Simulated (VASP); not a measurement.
A run of VASP 6.6.1 is set up as follows.

Contents of INCAR:

```
PREC = Accurate
ENCUT = 600
EDIFF = 1E-7
ISMEAR = 0
SIGMA = 0.03
LREAL = False
LASPH = True
NELM = 80
ALGO = Normal
ISIF = 2
LWAVE = False
LCHARG = False
IBRION = 2
NSW = 40
EDIFFG = -0.01
```

Contents of KPOINTS:

```
Automatic mesh
0
Gamma
  8 8 8
```

Contents of POSCAR:

```
KMgF3                                   
1.0
    3.8403503937      0.0000000000      0.0000000000
    0.0000000000      3.8403503937      0.0000000000
    0.0000000000      0.0000000000      3.8403503937
  K               Mg              F             
     1     1     3
Direct
     0.5000000000000000    0.5000000000000000    0.5000000000000000
     0.0000000000000000    0.0000000000000000    0.0000000000000000
     0.5000000000000000    0.0000000000000000    0.0000000000000000
     0.0000000000000000    0.5000000000000000    0.0000000000000000
     0.0000000000000000    0.0000000000000000    0.5000000000000000
```

Potentials or basis: VASP PAW LDA potentials, release 64 (K_sv, Mg, F).

Run with:

```sh
$ cat potpaw_LDA.64/K_sv/POTCAR potpaw_LDA.64/Mg/POTCAR potpaw_LDA.64/F/POTCAR > POTCAR
$ mpirun -np 1 vasp_std > vasp.out
```

Q: Predict the band gap on the k mesh.

A: 7.86 eV, indirect (least direct gap 8.18 eV).

Final structure:
```
K Mg F
1.0
     3.84035    0.00000    0.00000
     0.00000    3.84035    0.00000
     0.00000    0.00000    3.84035
K Mg F
1 1 3
Direct
  0.50000 0.50000 0.50000
  0.00000 0.00000 0.00000
  0.50000 0.00000 0.00000
  0.00000 0.50000 0.00000
  0.00000 0.00000 0.50000
```

Caveat: the relaxation stopped at its first step, so nothing moved. A k mesh can miss the band edges.
